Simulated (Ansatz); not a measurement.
A (110) slab of BAs (F-43m (No. 216)), 7 planes, outer planes BAs (top) and BAs (bottom), with 14 atoms (B7As7) in a surface cell of A = 16.074 Å², as cut from the bulk:

```
CELL_PARAMETERS angstrom
3.37140 0.00000 0.00000
0.00000 4.76788 0.00000
0.00000 0.00000 25.11419
ATOMIC_POSITIONS crystal
B 0.50000 0.50000 0.29864
As 0.00000 0.25000 0.29864
B 0.00000 0.00000 0.36576
As 0.50000 0.75000 0.36576
B 0.50000 0.50000 0.43288
As 0.00000 0.25000 0.43288
B 0.00000 0.00000 0.50000
As 0.50000 0.75000 0.50000
B 0.50000 0.50000 0.56712
As 0.00000 0.25000 0.56712
B 0.00000 0.00000 0.63424
As 0.50000 0.75000 0.63424
B 0.50000 0.50000 0.70136
As 0.00000 0.25000 0.70136
```

Theory: DFT PBEsol, scalar-relativistic, plane waves, PAW (Ansatz). Plane waves to 420 eV, a k mesh through Γ of 8×6×1 on the computed 14-atom cell and Gaussian smearing (0.05 eV); no spin polarisation.

Against the same 14 atoms in the bulk, the slab as cut lies 5.042 eV higher and the relaxed slab 3.403 eV higher.

Question: Work out the surface energy before and after relaxation.

Answer: The slab has two faces, so γ = (E_slab − N·E_bulk)/(2A), the mean of both. As cut: 5.042/(2 × 16.074) = 0.1568 eV/Å², and 1 eV/Å² = 16.02 J/m², so γ = 2.51 J/m². Relaxed: 3.403/(2 × 16.074) = 0.1059 eV/Å² = 1.70 J/m². Relaxation recovers 33 % of the cost of cutting.

Question: What is the ideal work of this cut, per area?

Answer: Griffith's ideal work is 2γ: 5.03 J/m² if the new faces stay rigid, 3.39 J/m² if they relax. One thickness was run, 7 planes, so γ can still shift with it.